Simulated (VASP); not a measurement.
# SnO2 (Cassiterite) in VASP: further runs, part 2 of 2

VASP 6.6.1.

## (4) Single point, LDA

File INCAR:

```
  PREC = Low
  ENCUT = 400
  EDIFF = 1E-7
  ISMEAR = 0
  SIGMA = 0.05
  LREAL = F
  LASPH = T
  NELM = 100
  ALGO = Normal
  ISIF = 2
  LWAVE = F
  LCHARG = F
  GGA = CA
  NBANDS = 35
  ADDGRID = F
```

File KPOINTS:

```
Automatic mesh
0
Gamma
  3 3 4
```

File POSCAR:

```
SnO2
1.0
    4.7380000000      0.0000000000      0.0000000000
    0.0000000000      4.7380000000      0.0000000000
    0.0000000000      0.0000000000      3.1865000000
Sn O
2 4
Direct
    0.5083380000      0.5032920000      0.5086530000
   -0.0051220000      0.0135540000     -0.0007820000
    0.8109230000      0.1826710000      0.5004320000
    0.6982190000      0.6813010000      0.0618330000
    0.2015220000      0.8103230000      0.4933280000
    0.2970720000      0.3208310000      0.0016070000
```

Potentials or basis: VASP PAW LDA potentials, release 64 (Sn_d, O).

Command:

```bash
$ cat potpaw_LDA.64/Sn_d/POTCAR potpaw_LDA.64/O/POTCAR > POTCAR
$ mpirun -np 1 vasp_std > vasp.out
```

OUTCAR:

```text
PREC = Low
   ENCUT = 400
   EDIFF = 1E-7
   ISMEAR = 0
   LREAL = F
   LASPH = T
   NELM = 100
   ISIF = 2
   GGA = CA

 Found     19 irreducible k-points:

 Following reciprocal coordinates:
            Coordinates               Weight
  0.000000  0.000000  0.000000      1.000000
  0.333333  0.000000  0.000000      2.000000
  0.000000  0.333333  0.000000      2.000000
  0.333333  0.333333  0.000000      2.000000
 -0.333333  0.333333  0.000000      2.000000
[... 310 lines left out ...]
  -------------------------------------------------------------------------------------
  Total       -1.6240046     -1.7290389      0.2692333      0.3809593     -1.5218091     -1.5024916
  in kB      -36.3742294    -38.7267726      6.0302497      8.5326726    -34.0852696    -33.6525973
  external PRESSURE =     -23.0235841 kB  Pullay stress =       0.0000000 kB

 VOLUME and BASIS-vectors are now :
 -----------------------------------------------------------------------------
  energy-cutoff  :      400.00
  volume of cell :       71.53
      direct lattice vectors                 reciprocal lattice vectors
     4.738000000  0.000000000  0.000000000     0.211059519  0.000000000  0.000000000
     0.000000000  4.738000000  0.000000000     0.000000000  0.211059519  0.000000000
     0.000000000  0.000000000  3.186500000     0.000000000  0.000000000  0.313823945

 POSITION                                       TOTAL-FORCE (eV/Angst)
 -----------------------------------------------------------------------------------
      2.40851      2.38460      1.62082        -1.714639     -0.766265      2.130895
      4.71373      0.06422      3.18401         1.502998     -1.889011      0.056639
      3.84215      0.86550      1.59463        -1.293971      1.043290      0.300438
      3.30816      3.22800      0.19703         1.527456      1.397963     -3.070018
      0.95481      3.83931      1.57199        -0.323513      0.434389      0.545269
      1.40753      1.52010      0.00512         0.301668     -0.220366      0.036777
 -----------------------------------------------------------------------------------
    total drift:                                0.003582     -0.039394      0.000506

  FREE ENERGIE OF THE ION-ELECTRON SYSTEM (eV)
  ---------------------------------------------------
  free  energy   TOTEN  =       -41.9034820734 eV

  energy  without entropy=      -41.9034820734  energy(sigma->0) =      -41.90348207
```

OSZICAR:

```text
N       E                     dE             d eps       ncg     rms          rms(c)
DAV:   1     0.567993077324E+03    0.56799E+03   -0.21792E+04  1468   0.200E+03
DAV:   2     0.371686410073E+02   -0.53082E+03   -0.50190E+03  1482   0.543E+02
DAV:   3    -0.443132751210E+02   -0.81482E+02   -0.80419E+02  1479   0.189E+02
DAV:   4    -0.480098199023E+02   -0.36965E+01   -0.36773E+01  1670   0.447E+01
DAV:   5    -0.481083947781E+02   -0.98575E-01   -0.98488E-01  1651   0.756E+00    0.158E+01
DAV:   6    -0.419831711223E+02    0.61252E+01   -0.16368E+01  2100   0.649E+01    0.645E+00
DAV:   7    -0.420042234321E+02   -0.21052E-01   -0.20284E+00  1507   0.790E+00    0.327E+00
DAV:   8    -0.419185962044E+02    0.85627E-01   -0.22382E-01  2041   0.448E+00    0.741E-01
DAV:   9    -0.419032676846E+02    0.15329E-01   -0.35109E-02  2161   0.320E+00    0.127E-01
DAV:  10    -0.419034749413E+02   -0.20726E-03   -0.37151E-03  1477   0.432E-01    0.747E-02
DAV:  11    -0.419034805932E+02   -0.56519E-05   -0.18612E-04  1841   0.992E-02    0.309E-02
DAV:  12    -0.419034832577E+02   -0.26645E-05   -0.21942E-05  1834   0.358E-02    0.144E-02
DAV:  13    -0.419034822827E+02    0.97492E-06   -0.35737E-06  1838   0.182E-02    0.760E-03
DAV:  14    -0.419034821038E+02    0.17890E-06   -0.14385E-06  1874   0.148E-02    0.161E-03
DAV:  15    -0.419034820734E+02    0.30404E-07   -0.18240E-07   972   0.443E-03
   1 F= -.41903482E+02 E0= -.41903482E+02  d E =-.667126E-21
```

stdout:

```text
POSCAR found type information on POSCAR SnO
 POSCAR found :  2 types and       6 ions
 scaLAPACK will be used
 LDA part: xc-table for (Slater(with rela. corr.)+CA(PZ))
 , standard interpolation
 POSCAR, INCAR and KPOINTS ok, starting setup
 FFT: planning ... GRIDC
 FFT: planning ... GRID_SOFT
 FFT: planning ... GRID
 WAVECAR not read
 entering main loop
```

Wall time 26 s (1 thread of Intel Xeon Platinum 8259CL at 2.50GHz (Skylake/Cascade Lake), shared host); peak memory 0.12 GiB.

The run converged, but some of its settings lie outside the range that counts as converged, so its numbers aren't taken as properties of the crystal.

What came out:

| Quantity | Value |
| --- | --- |
| Free energy | -41.9035 eV |
| Largest force | 3.703 eV/Å |
| Band gap on the k mesh | 1.09 eV, direct |

Caveat: the k mesh is coarse (spacing up to 0.49 Å⁻¹), so the values aren't converged; the cutoff is under 1.25 times the usual one of these potentials, so pressure, stress and relaxed cells hold a basis-set (Pulay) error; spin-orbit coupling is left out, which moves the levels of the heavy elements.

## (5) Single point, LDA

INCAR: that of step 4 with these lines changed.

```diff
@@ -1,2 +1,2 @@
-  PREC = Low
+  PREC = Accurate
   ENCUT = 400
@@ -5,3 +5,3 @@
   SIGMA = 0.05
-  LREAL = F
+  LREAL = Auto
   LASPH = T
```

KPOINTS is that of step 4.

POSCAR is that of step 4.

Command:

```bash
$ cat potpaw_LDA.64/Sn_d/POTCAR potpaw_LDA.64/O/POTCAR > POTCAR
$ mpirun -np 1 vasp_std > vasp.out
```

Wall time 89 s (1 thread of Intel Xeon Platinum 8259CL at 2.50GHz (Skylake/Cascade Lake), shared host); peak memory 0.15 GiB.

These settings aren't checked as converged: the numbers below hold their error.

Results:

```
Free energy            : -41.8922 eV
Largest force          : 3.696 eV/Å
Band gap on the k mesh : 1.09 eV, direct
```

Caveat: the k mesh is coarse (spacing up to 0.49 Å⁻¹), so the values aren't converged; the cutoff is under 1.25 times the usual one of these potentials, so pressure, stress and relaxed cells hold a basis-set (Pulay) error; spin-orbit coupling is left out, which moves the levels of the heavy elements.

## (6) For comparison

An earlier run on the cell as given: functional PBEsol; potentials or basis VASP PAW PBE potentials, release 64 (Sn_d, O); cutoff 520 eV; k mesh 6 × 6 × 8; occupations fermi-dirac, width 0.05 eV; no spin polarisation.

- Pressure: 5.4 GPa
- Largest force: 0.229 eV/Å
- Band gap on the k mesh: 1.18 eV, direct
